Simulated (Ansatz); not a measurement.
## Straining HfH2

Level of theory: DFT PBEsol, scalar-relativistic, plane waves, PAW (Ansatz). (420 eV cutoff, 10×10×8 k-mesh, Gaussian smearing of 0.10 eV, no spin polarisation)

Reference structure (relaxed):

```
CELL_PARAMETERS angstrom
3.46427 0.00000 0.00000
0.00000 3.46427 0.00000
0.00000 0.00000 4.23767
ATOMIC_POSITIONS crystal
Hf 0.00000 0.00000 0.00000
Hf 0.50000 0.50000 0.50000
H 0.00000 0.50000 0.25000
H 0.50000 0.00000 0.25000
H 0.50000 0.00000 0.75000
H 0.00000 0.50000 0.75000
```

Deformation: biaxial strain in the a-b plane, with the length and tilt of c and the atoms relaxed, all within the symmetry that the strain leaves. Energies are extrapolated to zero smearing. On this cell's mesh the reference holds a stress of up to 0.36 GPa.

Spin–orbit coupling is left out, which can shift energies with elements as heavy as these.

```tsv
strain (%)	ΔE (meV/atom)	a (Å)	b (Å)	c (Å)
-3.0	9.1	3.360	3.360	4.457
-2.0	5.2	3.395	3.395	4.366
-1.0	1.6	3.430	3.430	4.284
+0.0	0.0	3.464	3.464	4.238
+1.0	0.9	3.499	3.499	4.179
+2.0	4.1	3.534	3.534	4.131
+3.0	9.7	3.568	3.568	4.085
```

Q: Does one stiffness describe the whole range?

A: No: the innermost pair of points gives (1/V) d²E/dε² = 475 GPa and a cubic fit over all points 389 GPa, so terms beyond the third order count over this range.

Q: How does the free axis c answer a small strain?

A: Between the innermost points its strain is -1.24 times the applied one.